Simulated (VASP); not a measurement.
Crystal: CaS (Oldhamite).

```
Ca S
1.0
     0.00000    2.84300    2.84300
     2.84300    0.00000    2.84300
     2.84300    2.84300    0.00000
Ca S
1 1
Direct
  0.00000 0.00000 0.00000
  0.50000 0.50000 0.50000
```

| Item | Value |
| --- | --- |
| Program | VASP 6.6.1 |
| Task | relaxation of cell and atoms |
| Functional | PBEsol |
| Potentials or basis | VASP PAW PBE potentials, release 64 (Ca_sv, S) |
| Cutoff | 600 eV |
| k mesh | 8 × 8 × 8 |
| Occupations | gaussian, width 0.02 eV |
| Spin | no spin polarisation |

At the start: pressure -1.4 GPa; volume 22.98 Å³/atom.

How do energy, volume and symmetry change on relaxing?

Over 3 steps the energy falls by 2.5 meV/atom and the volume is 22.43 Å³/atom (-2.4 %); space group Fm-3m (No. 225, to 0.05 Å).

Step by step:
```csv
step,energy change (eV),largest force (eV/Å),pressure (GPa),volume (Å³)
1,0.0000,0.0000,-1.41,45.96
2,-0.0047,0.0000,0.33,44.62
3,-0.0049,0.0000,0.01,44.86
```

Final structure:
```xyz
2
Lattice="0.0000 2.8202 2.8202 2.8202 0.0000 2.8202 2.8202 2.8202 0.0000" Properties=species:S:1:pos:R:3 pbc="T T T"
Ca    0.0000    0.0000    0.0000
S     2.8202    2.8202    2.8202
```

Caveat: the PAW data sets were made with another functional, which shifts forces and pressure a little.
